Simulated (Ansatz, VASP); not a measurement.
**Two plane-wave programs on V**

```
CELL_PARAMETERS angstrom
-1.49859 1.49859 1.49859
1.49859 -1.49859 1.49859
1.49859 1.49859 -1.49859
ATOMIC_POSITIONS crystal
V 0.00000 0.00000 0.00000
```

Alike in both runs: functional PBE; k mesh 20 × 20 × 20; occupations gaussian, width 0.1 eV; no spin polarisation.

Ansatz relaxed the structure, and its values are those at the end. VASP's run is a single point on that final structure, the one shown.

```csv
,VASP,Ansatz
version,VASP 6.6.1,Ansatz 0.2.0
potentials or method,"VASP PAW PBE potentials, release 64 (V_sv)","scalar-relativistic, plane waves, PAW"
plane-wave cutoff (eV),520,420
valence electrons in the cell,13,13
```

Ansatz gave:

- gap on the k mesh at the Fermi level (eV): none
- pressure (GPa): 0.0

Task: What did VASP give for the same quantities?

Result: gap on the k mesh at the Fermi level (eV): none; pressure (GPa): 0.4.

A gap of «none» marks a metal or a gap that the smearing closes.
